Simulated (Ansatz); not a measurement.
SnTe under changes of volume

One of the cells (31.281 Å³/atom); the others are scaled copies at fixed shape and fractional positions:

```
CELL_PARAMETERS angstrom
0.00000 3.15085 3.15085
3.15085 0.00000 3.15085
3.15085 3.15085 0.00000
ATOMIC_POSITIONS crystal
Te 0.50000 0.50000 0.50000
Sn 0.00000 0.00000 0.00000
```

```yaml
Program: Ansatz 0.2.0
Functional: HSE06
Potentials_or_basis: Ansatz PAW
Cutoff: "420 eV (not typed: the program's choice for these potentials)"
k_mesh: 4 × 4 × 4
Occupations: fermi-dirac, width 0.05 eV
Spin: no spin polarisation
```

```tsv
volume (Å³/atom)	energy over the lowest point (meV/atom)	pressure (GPa)
29.404	30.45	3.9
30.030	18.17	2.7
30.656	9.73	1.9
31.281	3.54	1.1
31.907	0.13	0.3
32.532	0.00	-0.5
33.158	?	?
```

Q: What does the run at 33.158 Å³/atom give?

A: Energy over the lowest point 3.09 meV/atom; pressure -1.2 GPa.

Worked out: A Birch-Murnaghan fit of order 3 (a polynomial in V^(-2/3)) to the other rows has its minimum at 32.31 Å³/atom with B0 = V·E''(V) = 36 GPa (rough, since the energies scatter). It gives 2.19 meV/atom at 33.158 Å³/atom, against the run's 3.09, and -dE/dV = -0.9 GPa, against -1.2.

Energies are extrapolated to zero smearing.

Caveats: all runs use coarse meshes; the PAW data sets come from PBE, with cores solved anew for the run's functional, which leaves a small shift of forces and pressure; the thresholds are loose for stress.
